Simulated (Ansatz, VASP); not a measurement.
# AlN: VASP beside Ansatz

File INCAR:

```
SYSTEM = AlN
PREC = Accurate ; ENCUT = 520
EDIFF = 1E-6 ; ISMEAR = 0
SIGMA = 0.05 ; LREAL = .FALSE.
LASPH = .TRUE. ; NELM = 60
ALGO = Normal ; ISIF = 2
LWAVE = .FALSE. ; LCHARG = .FALSE.
GGA = PS ; NBANDS = 36
```

Contents of KPOINTS:

```
Automatic mesh
0
G
  8 8 2
  0 0 0
```

Contents of POSCAR:

```
AlN
1.0
   -2.0226209166     -2.0226209166      0.0000000000
    2.0226209166     -2.0226209166      0.0000000000
    0.0000000000      0.0000000000     11.9857254996
Al N
6 6
Direct
    0.0000000000      0.0000000000      0.0843593653
    0.5000000000      0.5000000000      0.2531118465
    0.0000000000      0.0000000000      0.4218643277
    0.5000000000      0.5000000000      0.5906168088
    0.0000000000      0.0000000000      0.7593692900
    0.5000000000      0.5000000000      0.9281217712
    0.5000000000      0.5000000000      0.0843593653
    0.0000000000      0.0000000000      0.2531118465
    0.5000000000      0.5000000000      0.4218643277
    0.0000000000      0.0000000000      0.5906168088
    0.5000000000      0.5000000000      0.7593692900
    0.0000000000      0.0000000000      0.9281217712
```

Input for Ansatz:

```yaml
crystal:
  lattice:
    - [-2.0226209166, -2.0226209166, 0.0]
    - [2.0226209166, -2.0226209166, 0.0]
    - [0.0, 0.0, 11.9857254996]
  atoms:
    - { symbol: Al, position: [0.0, 0.0, 0.0843593653] }
    - { symbol: Al, position: [0.5, 0.5, 0.2531118465] }
    - { symbol: Al, position: [0.0, 0.0, 0.4218643277] }
    - { symbol: Al, position: [0.5, 0.5, 0.5906168088] }
    - { symbol: Al, position: [0.0, 0.0, 0.75936929] }
    - { symbol: Al, position: [0.5, 0.5, 0.9281217712] }
    - { symbol: "N", position: [0.5, 0.5, 0.0843593653] }
    - { symbol: "N", position: [0.0, 0.0, 0.2531118465] }
    - { symbol: "N", position: [0.5, 0.5, 0.4218643277] }
    - { symbol: "N", position: [0.0, 0.0, 0.5906168088] }
    - { symbol: "N", position: [0.5, 0.5, 0.75936929] }
    - { symbol: "N", position: [0.0, 0.0, 0.9281217712] }
basis:
  ecutwfc: 420
kpoints:
  mp_grid: { grid: [8, 8, 2] }
hamiltonian:
  xc: pbesol
scf:
  occupations: { method: gaussian, width: 0.05 }
output:
  forces: true
  stress: true
  eigenvalues: true
```

Alike in both runs: task single point; functional PBEsol; k mesh 8 × 8 × 2; occupations gaussian, width 0.05 eV; no spin polarisation.

|  | VASP | Ansatz |
| --- | --- | --- |
| version | VASP 6.6.1 | Ansatz 0.2.0 |
| potentials or method | VASP PAW PBE potentials, release 64 (Al, N) | scalar-relativistic, plane waves, PAW |
| plane-wave cutoff (eV) | 520 | 420 |
| valence electrons in the cell | 48 | 48 |

Ansatz gave:

```
gap on the k mesh at the Fermi level (eV)       : 4.56
least direct gap on the mesh (eV)               : 4.56
pressure (GPa)                                  : 4.3
largest component of the traceless stress (GPa) : 3.98
rms of the force components (eV/Å)              : 0.466
```

Q: Estimate VASP's values.

A: gap on the k mesh at the Fermi level (eV): 4.56; least direct gap on the mesh (eV): 4.56; pressure (GPa): 4.2; largest component of the traceless stress (GPa): 4.03; rms of the force components (eV/Å): 0.471.

Atom by atom the forces differ by 0.005 eV/Å (rms over components).

Caveats: the PAW data sets were made with another functional, which shifts forces and pressure a little (VASP). A k mesh can miss the band edges.
